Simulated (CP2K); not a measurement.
Crystal: ZrO2.

```xyz
6
Lattice="3.5961 0.0000 0.0000 0.0000 3.5961 0.0000 0.0000 0.0000 5.1770" Properties=species:S:1:pos:R:3 pbc="T T T"
Zr    1.7980    1.7980    2.5885
Zr    0.0000    0.0000    0.0000
O     1.7980    0.0000    4.1261
O     1.7980    0.0000    1.5376
O     0.0000    1.7980    3.6394
O     0.0000    1.7980    1.0509
```

Base run:

- Program: CP2K 2026.2
- Functional: PBE
- Potentials or basis: GTH_POTENTIALS Zr GTH-PBE-q12, O GTH-PBE-q6; DZVP-MOLOPT-SR-GTH basis
- Density cutoff: 8163 eV
- k mesh: 6 × 6 × 4
- Occupations: fermi-dirac, width 0.05 eV
- Spin: no spin polarisation
- Hubbard terms: Zr d U = 2.0 eV

Its results: band gap on the k mesh 4.44 eV, indirect (least direct gap 4.53 eV).

Problem. The run is repeated on the same cell with these changes: hubbard terms from Zr d U = 2.0 eV to Zr d U = 4.0 eV. What comes out?

Solution. Band gap on the k mesh 4.90 eV, indirect (least direct gap 5.00 eV).

Caveats: this program's U acts on Mulliken populations of all basis functions of the shell, so it isn't the U of plane-wave codes; energies scatter by some meV and the pressure isn't listed; the basis of atomic orbitals isn't converged, which shifts pressures, moduli and gaps.

A k mesh can miss the band edges.
